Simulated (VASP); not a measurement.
MgS, 4 atoms in the cell. The structure is hexagonal, space group P6_3/mmc (No. 194). Conventional cell: a = 3.698 Å, b = 3.698 Å, c = 6.039 Å, α = 90.00°, β = 90.00°, γ = 120.00°. Around Mg (site symmetry -6m2) lie 6 S at 2.61 Å. S (site symmetry -3m) is surrounded by 6 Mg at 2.61 Å. The cell was built by a generator and needn't be a form met in nature.

```yaml
Program: VASP 6.6.1
Task: relaxation of cell and atoms
Functional: PBE
Potentials_or_basis: VASP PAW PBE potentials, release 64 (Mg, S)
Cutoff: 600 eV
k_mesh: 9 × 9 × 6
Occupations: gaussian, width 0.02 eV
Spin: no spin polarisation
Dipole_correction: no
Further_INCAR_settings: ALGO = Fast; EDIFF = 1e-07; IBRION = 2; EDIFFG = -0.01; NSW = 65; ISIF = 3
```

Potentials or basis: VASP PAW PBE potentials, release 64 (Mg, S).

Launch:

```bash
$ cat potpaw_PBE.64/Mg/POTCAR potpaw_PBE.64/S/POTCAR > POTCAR
$ mpirun -np 1 vasp_std > vasp.out
```

Hardware: 1 thread of Intel(R) Xeon(R) 6975P-C (Granite Rapids), on a shared host.

How long does it take, and how much memory?

Run time: 2 min on 1 thread of Intel(R) Xeon(R) 6975P-C (Granite Rapids) (shared host), peak memory 0.24 GiB. Counts: scf iterations 79, k points 48, ion steps 7.
